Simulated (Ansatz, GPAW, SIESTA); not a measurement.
One calculation of Pd, 3 ways

```
Pd
1.0
    -1.57228    1.57228    1.57228
     1.57228   -1.57228    1.57228
     1.57228    1.57228   -1.57228
Pd
1
Cartesian
  0.0000 0.0000 0.0000
```

This isn't the form of Pd at room conditions, which is fcc.

Alike in all runs: task band structure; functional LDA; k mesh 12 × 12 × 12; occupations fermi-dirac, width 0.05 eV; no spin polarisation; no spin-orbit coupling. LDA stands for any of its common fits. Pressure is positive in compression and, in plane waves, holds the error of the finite cutoff.

```csv
program and potentials,plane-wave cutoff (eV),notes,pressure (GPa)
"SIESTA, files PseudoDojo sr-lda-0.4.1-standard, DZP (energy shift 0.003 Ry; two zetas on semicore shells)",-,atomic basis; 18 valence electrons an atom on average,-14.14
"GPAW, the program's PAW data sets (release 1.2.1) made for this functional",600,16 valence electrons an atom on average,-15.10
"Ansatz, all-electron LAPW, scalar-relativistic",-,-,-15.32
```

The pressure spans -15.32 (Ansatz, all-electron LAPW, scalar-relativistic) to -14.14 GPa (SIESTA, files PseudoDojo sr-lda-0.4.1-standard, DZP (energy shift 0.003 Ry; two zetas on semicore shells)), with all-electron results at -15.32. The cell lies far from this level's equilibrium. Rows in atomic bases carry the error of their basis and grid, which can be large.

Differences between rows come from potentials, basis sets and numerical settings, since the functional is the same but for its coding. Runs on potential files found faulty are left out.
